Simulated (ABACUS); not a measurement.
Wanted: the native input for an ABACUS 3.10.1 run.

```yaml
Task: relaxation of cell and atoms
Functional: LDA
Potentials_or_basis: GBRV ultrasoft 1.5 LDA
Cutoff: 544 eV
Density_cutoff: 4354 eV
Basis: plane waves
k_mesh: 10 × 10 × 10
Occupations: fermi-dirac, width 0.05 eV
Spin: no spin polarisation
Max_steps_of_the_relaxation: 60
Force_threshold: 0.02 eV/Å
Optimiser: cg
Stress_threshold: 0.5 kbar
Radial_cutoff_of_the_potentials_pseudo_rcut: 10 bohr
SCF_threshold_on_the_density: 1e-08
Max_SCF_steps: 100
Eigensolver: dav
Mixing: broyden
Mixing_share: 0.7
Symmetry_key: 1
Bands: 12
```

Crystal: Pt.

```xyz
1
Lattice="0.0000 1.9609 1.9609 1.9609 0.0000 1.9609 1.9609 1.9609 0.0000" Properties=species:S:1:pos:R:3 pbc="T T T"
Pt    0.0000    0.0000    0.0000
```

These files were run (other wordings do the same):

INPUT

```
INPUT_PARAMETERS
suffix              Pt
calculation         cell-relax
basis_type          pw
pseudo_dir          ./
symmetry            1
dft_functional      pz
ecutwfc             40
pseudo_rcut         10
nspin               1
nbands              12
ks_solver           dav
smearing_method     fd
smearing_sigma      0.00367493
scf_thr             1e-08
scf_nmax            100
mixing_type         broyden
mixing_beta         0.7
cal_force           1
cal_stress          1
ecutrho             320
relax_nmax          60
force_thr_ev        0.02
relax_method        cg
out_stru            1
stress_thr          0.5
kpar                4
```

STRU

```
ATOMIC_SPECIES
Pt 195.0840 pt_lda_v1.4.uspp.F.UPF

LATTICE_CONSTANT
5.2404588053

LATTICE_VECTORS
0.0000000000 0.7071067812 0.7071067812
0.7071067812 0.0000000000 0.7071067812
0.7071067812 0.7071067812 0.0000000000

ATOMIC_POSITIONS
Cartesian

Pt
0.0
1
0.0000000000 0.0000000000 0.0000000000 1 1 1
```

KPT

```
K_POINTS
0
Gamma
10 10 10 0 0 0
```

Potentials or basis: GBRV ultrasoft 1.5 LDA, plane waves.

Run with:

```console
$ OMP_NUM_THREADS=1 mpirun -np 4 abacus > log
```

Results of the run:

- Relaxed volume: 14.70 Å³/atom
- Relaxed cell: a = 2.750 Å, b = 2.750 Å, c = 2.750 Å, α = 60.00°, β = 60.00°, γ = 60.00°
- Space group after relaxing (to 0.05 Å): Fm-3m (No. 225)
- Energy gained by relaxing: 9.0 meV/atom
- Ionic steps: 6
- Pressure after relaxing: 0.0 GPa
- Band gap on the k mesh: none (metal or under the smearing width)

Run time: 29 s on 4 MPI ranks on Intel(R) Xeon(R) Platinum 8175M CPU @ 2.50GHz (Skylake/Cascade Lake) (shared host), peak memory 0.36 GiB a rank.
